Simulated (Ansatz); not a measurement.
# From the elastic tensor of P to moduli and sound speeds

All numbers below come from Ansatz, DFT PBE, scalar-relativistic, plane waves, PAW. Plane waves to 420 eV; Γ-centred k mesh 24×24×24; Fermi-Dirac smearing of 0.15 eV. No spin polarisation.

Space group Pm-3m (No. 221), cubic, a = 2.447 Å. P is surrounded by 6 P at 2.45 Å.

The structure comes from a generated guess, relaxed at this level; another structure or a mixture of phases may lie lower. In a metal, frequencies and elastic constants depend on the k mesh and the smearing, soft modes and shear constants most. This form isn't the element's ground state: it lies 89 meV/atom above the standard structure at this level.

Relaxed-ion constants (GPa, on the Cartesian axes of the calculation):
C11 = 218.8, C12 = 49.5, C13 = 49.5, C22 = 218.8, C23 = 49.5, C33 = 218.8, C44 = 64.1, C55 = 64.1, C66 = 64.1 GPa; the others vanish.

Density 3.509 g/cm³; 1 atom in 14.66 Å³.

With S = C⁻¹: B_V = (C11+C22+C33+2(C12+C13+C23))/9, G_V = (C11+C22+C33−C12−C13−C23+3(C44+C55+C66))/15, 1/B_R = S11+S22+S33+2(S12+S13+S23), 15/G_R = 4(S11+S22+S33−S12−S13−S23)+3(S44+S55+S66); Hill is their mean. Then v_l = √((B+4G/3)/ρ), v_t = √(G/ρ), v_m = [(2/v_t³+1/v_l³)/3]^(−1/3) and Θ = (ħ/k_B)·v_m·(6π²n/V)^(1/3) for n atoms in the volume V; E = 9BG/(3B+G), ν = (3B−2G)/(2(3B+G)) and A^U = 5G_V/G_R + B_V/B_R − 6.

```
Bulk modulus, Voigt / Reuss / Hill          : 106.0 / 106.0 / 106.0 GPa
Shear modulus, Voigt / Reuss / Hill         : 72.3 / 71.0 / 71.6 GPa
Young's modulus                             : 175 GPa
Poisson ratio                               : 0.224
Pugh ratio B/G                              : 1.48 (under 1.75, the rule of thumb for brittle)
Universal anisotropy index                  : 0.09
Longitudinal and transverse sound speeds    : 7577 and 4518 m/s
Debye temperature from the mean sound speed : 608 K
```
